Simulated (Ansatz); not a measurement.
Runs of Ansatz 0.2.0 on MoP. Symmetry: P-6m2, No. 187, hexagonal system. Conventional cell: a = 3.223 Å, b = 3.223 Å, c = 3.191 Å, α = 90.00°, β = 90.00°, γ = 120.00°. Mo (site symmetry -6m2) is surrounded by 6 P at 2.45 Å. P (site symmetry -6m2) has 6 Mo at 2.45 Å as nearest neighbours. 

```csv
task,level,potentials or basis,cell,k mesh,cutoff (eV),points for each segment of the path,atoms under strain,mesh quality,gap on the mesh (eV),pressure (GPa),V0 of scaled cells (Å³/atom),B0 (GPa)
band structure,PBEsol,Ansatz PAW,as given,10 × 10 × 8,420,14,-,not flagged,none,-3.8,-,-
equation of state,rPW86-PBE,Ansatz PAW,as given,10 × 10 × 8,420,-,-,not flagged,-,-,15.09,(a)
band structure,BLYP,Ansatz PAW,as given,10 × 10 × 8,420,14,-,not flagged,none,13.4,-,-
equation of state,revPBE0,Ansatz PAW,as given,5 × 5 × 4,420,-,-,coarse,-,-,14.18,250
elastic constants,PBEsol,Ansatz PAW,as given,8 × 8 × 7,420,-,clamped,not flagged,none,(c),-,-
band structure,PBE,Ansatz PAW earlier set,as given,10 × 10 × 8,600,14,-,not flagged,none,(b),-,-
relaxation of cell and atoms,exchange-only PBE,Ansatz PAW,relaxed,10 × 10 × 8,420,-,-,not flagged,none,0.0,-,-
```

Alike in all rows: no spin polarisation; smearing fermi-dirac 0.05 eV.

Task: Fill in the values left out.

Result: (a) 198; (b) 2.6; (c) -3.7.

Caveats: some runs use coarse meshes; the PAW data sets come from PBE, with cores solved anew for the run's functional, which leaves a small shift of forces and pressure (some runs); the potentials were made for another functional, which shifts forces and pressure (some runs); the cell was scaled at fixed shape and fractional positions, which overstates the stiffness of a crystal with free parameters, most of all of layers and chains (some runs); the cell is more than 3 GPa from zero pressure, which shifts response properties (some runs); elastic constants of metals need much finer meshes, so these are rough (some runs); the plane-wave basis is chosen anew once the cell has moved, so the energies of steps on either side of that aren't comparable (some runs); the volume moved by +14 % from the deposited cell, more than functionals usually miss (some runs).

A k mesh can miss the band edges, and the runs leave out spin-orbit coupling on Mo.

A gap of «none» marks a metal or a gap under the smearing width.
